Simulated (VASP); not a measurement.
# SnO (Cmc2_1) in VASP: further runs, part 2 of 2

VASP 6.6.1. Earlier steps stand in the parts before.

## Step 4: Single point, PBEsol

Contents of INCAR:

```
SYSTEM = SnO
ADDGRID = .FALSE. ; ALGO = Normal
EDIFF = 1E-7 ; ENCUT = 550
GGA = PS ; ISIF = 2
ISMEAR = 0 ; LASPH = .TRUE.
LCHARG = .FALSE. ; LREAL = Auto
LWAVE = .FALSE. ; NELM = 100
PREC = Accurate ; SIGMA = 0.05
```

Contents of KPOINTS:

```
k-points
0
G
  9 9 3
  0 0 0
```

Contents of POSCAR:

```
SnO
1.0
    2.5000000000     -2.8600000000      0.0000000000
    2.5000000000      2.8600000000      0.0000000000
    0.0000000000      0.0000000000     11.1200000000
Sn O
4 4
Direct
    0.5590000000      0.4410000000      0.2460000000
    0.4410000000      0.5590000000      0.7460000000
    0.0000000000      0.0000000000      0.5000000000
    0.0000000000      0.0000000000      0.0000000000
    0.9300000000      0.4300000000      0.1200000000
    0.0700000000      0.5700000000      0.6200000000
    0.5700000000      0.0700000000      0.1200000000
    0.4300000000      0.9300000000      0.6200000000
```

Potentials or basis: VASP PAW PBE potentials, release 64 (Sn_d, O).

On the command line:

```
$ cat potpaw_PBE.64/Sn_d/POTCAR potpaw_PBE.64/O/POTCAR > POTCAR
$ mpirun -np 1 vasp_std > vasp.out
```

OUTCAR:

```text
SYSTEM = SnO
   EDIFF = 1E-7
   ENCUT = 550
   GGA = PS
   ISIF = 2
   ISMEAR = 0
   LASPH = .TRUE.
   LREAL = Auto
   NELM = 100
   PREC = Accurate

 Found     50 irreducible k-points:

 Following reciprocal coordinates:
            Coordinates               Weight
  0.000000  0.000000  0.000000      1.000000
  0.111111 -0.000000  0.000000      4.000000
  0.222222 -0.000000  0.000000      4.000000
  0.333333  0.000000  0.000000      4.000000
  0.444444 -0.000000  0.000000      4.000000
  0.111111  0.111111  0.000000      2.000000
   k-points           NKPTS =     50   k-points in BZ     NKDIM =     50   number of bands    NBANDS=     48
   number of dos      NEDOS =    301   number of ions     NIONS =      8
   total plane-waves  NPLWV =  81000
   dimension x,y,z NGX =    30 NGY =   30 NGZ =   90
   dimension x,y,z NGXF=    60 NGYF=   60 NGZF=  180
   ions per type =               4   4
   NGX,Y,Z   is equivalent  to a cutoff of  13.13, 13.13, 13.46 a.u.
   NGXF,Y,Z  is equivalent  to a cutoff of  26.26, 26.26, 26.91 a.u.
 SYSTEM =  SnO
   PREC   = accura    normal or accurate (medium, high low for compatibility)
   ISTART =      0    job   : 0-new  1-cont  2-samecut
[... 66 lines left out ...]
      1     -16.5227      2.00000
      2     -16.5192      2.00000
      3     -16.0836      2.00000
      4     -16.0780      2.00000
      5     -15.8827      2.00000
      6     -15.8768      2.00000
[... 295 lines left out ...]
     47       9.5433      0.00000
     48      10.6337      0.00000

 [... further k-points ...]

------------------------ aborting loop because EDIFF is reached ----------------------------------------

  FORCE on cell =-STRESS in cart. coord.  units (eV):
  Direction    XX          YY          ZZ          XY          YZ          ZX
  --------------------------------------------------------------------------------------
  -------------------------------------------------------------------------------------
  Total       26.4684651     -2.8366112     -3.7026987      0.0000000      0.0000000      0.0000000
  in kB      266.6849544    -28.5804835    -37.3068110      0.0000000      0.0000000      0.0000000
  external PRESSURE =      66.9325533 kB  Pullay stress =       0.0000000 kB

 VOLUME and BASIS-vectors are now :
 -----------------------------------------------------------------------------
  energy-cutoff  :      550.00
  volume of cell :      159.02
      direct lattice vectors                 reciprocal lattice vectors
     2.500000000 -2.860000000  0.000000000     0.200000000 -0.174825175  0.000000000
     2.500000000  2.860000000  0.000000000     0.200000000  0.174825175  0.000000000
     0.000000000  0.000000000 11.120000000     0.000000000  0.000000000  0.089928058

 POSITION                                       TOTAL-FORCE (eV/Angst)
 -----------------------------------------------------------------------------------
      2.50000     -0.33748      2.73552         0.000000      2.077505      0.872096
      2.50000      0.33748      8.29552         0.000000     -2.077505      0.872096
      0.00000      0.00000      5.56000         0.000000      0.840928      1.270602
      0.00000      0.00000      0.00000         0.000000     -0.840928      1.270602
      3.40000     -1.43000      1.33440         8.412869     -0.567765     -1.071349
      1.60000      1.43000      6.89440        -8.412869      0.567765     -1.071349
      1.60000     -1.43000      1.33440        -8.412869     -0.567765     -1.071349
      3.40000      1.43000      6.89440         8.412869      0.567765     -1.071349
 -----------------------------------------------------------------------------------
    total drift:                               -0.000000      0.000000     -0.000242

  FREE ENERGIE OF THE ION-ELECTRON SYSTEM (eV)
  ---------------------------------------------------
  free  energy   TOTEN  =       -40.7753918748 eV

  energy  without entropy=      -40.7705316761  energy(sigma->0) =      -40.77296178
```

OSZICAR:

```text
N       E                     dE             d eps       ncg     rms          rms(c)
DAV:   1     0.107858773244E+04    0.10786E+04   -0.39468E+04  5240   0.252E+03
DAV:   2     0.174226686572E+03   -0.90436E+03   -0.87201E+03  4896   0.736E+02
DAV:   3    -0.308565294476E+02   -0.20508E+03   -0.19402E+03  5704   0.257E+02
DAV:   4    -0.492300795304E+02   -0.18374E+02   -0.18042E+02  5672   0.798E+01
DAV:   5    -0.498994007277E+02   -0.66932E+00   -0.66878E+00  5704   0.156E+01    0.179E+01
DAV:   6    -0.426297167040E+02    0.72697E+01   -0.47620E+01  6872   0.644E+01    0.130E+01
DAV:   7    -0.408775926685E+02    0.17521E+01   -0.10871E+01  6480   0.205E+01    0.358E+00
DAV:   8    -0.408141368088E+02    0.63456E-01   -0.13221E+00  6560   0.691E+00    0.200E+00
DAV:   9    -0.408144600423E+02   -0.32323E-03   -0.21194E-01  7544   0.376E+00    0.172E+00
DAV:  10    -0.407753572536E+02    0.39103E-01   -0.13335E-01  7216   0.336E+00    0.350E-01
DAV:  11    -0.407752245514E+02    0.13270E-03   -0.12451E-02  6440   0.840E-01    0.154E-01
DAV:  12    -0.407755082604E+02   -0.28371E-03   -0.21806E-03  6232   0.377E-01    0.104E-01
DAV:  13    -0.407754502804E+02    0.57980E-04   -0.24017E-04  6872   0.118E-01    0.686E-02
DAV:  14    -0.407753949029E+02    0.55377E-04   -0.85033E-05  7576   0.613E-02    0.173E-02
DAV:  15    -0.407753934061E+02    0.14968E-05   -0.38488E-05  6920   0.327E-02    0.104E-02
DAV:  16    -0.407753931782E+02    0.22787E-06   -0.35691E-06  5256   0.115E-02    0.969E-03
DAV:  17    -0.407753918956E+02    0.12827E-05   -0.22290E-06  5432   0.105E-02    0.269E-03
DAV:  18    -0.407753918748E+02    0.20747E-07   -0.36380E-07  4640   0.504E-03
   1 F= -.40775392E+02 E0= -.40772962E+02  d E =-.486020E-02
```

It took 7.1 min on 1 thread of AMD EPYC 9R45 (Zen 5), shared host; peak memory 0.38 GiB.

These settings aren't checked as converged: the numbers below hold their error.

What came out:

* Free energy: -40.7754 eV
* Pressure: 6.7 GPa
* Largest force: 8.500 eV/Å
* Band gap on the k mesh: none (metal or under the smearing width)

Caveat: the PAW data sets were made with another functional, which shifts forces and pressure a little.

## Step 5: Single point, PBEsol

Contents of INCAR:

```
SYSTEM = SnO
ADDGRID = .FALSE. ; ALGO = Normal
EDIFF = 1E-7 ; ENCUT = 450
GGA = PS ; ISIF = 2
ISMEAR = 0 ; LASPH = .TRUE.
LCHARG = .FALSE. ; LREAL = .FALSE.
LWAVE = .FALSE. ; NELM = 100
PREC = Accurate ; SIGMA = 0.05
```

Contents of KPOINTS:

```
k-points
0
G
  10 10 4
  0 0 0
```

POSCAR is that of step 4.

On the command line:

```
$ cat potpaw_PBE.64/Sn_d/POTCAR potpaw_PBE.64/O/POTCAR > POTCAR
$ mpirun -np 1 vasp_std > vasp.out
```

Run time: 7.5 min. Hardware: 1 thread of AMD EPYC 9R45 (Zen 5), shared host; peak memory 0.48 GiB.

The run converged, but some of its settings lie outside the range that counts as converged, so its numbers aren't taken as properties of the crystal.

Results:

- Free energy: -40.7786 eV
- Largest force: 8.521 eV/Å
- Band gap on the k mesh: none (metal or under the smearing width)

Caveat: the cutoff is under 1.25 times the usual one of these potentials, so pressure, stress and relaxed cells hold a basis-set (Pulay) error; the PAW data sets were made with another functional, which shifts forces and pressure a little.
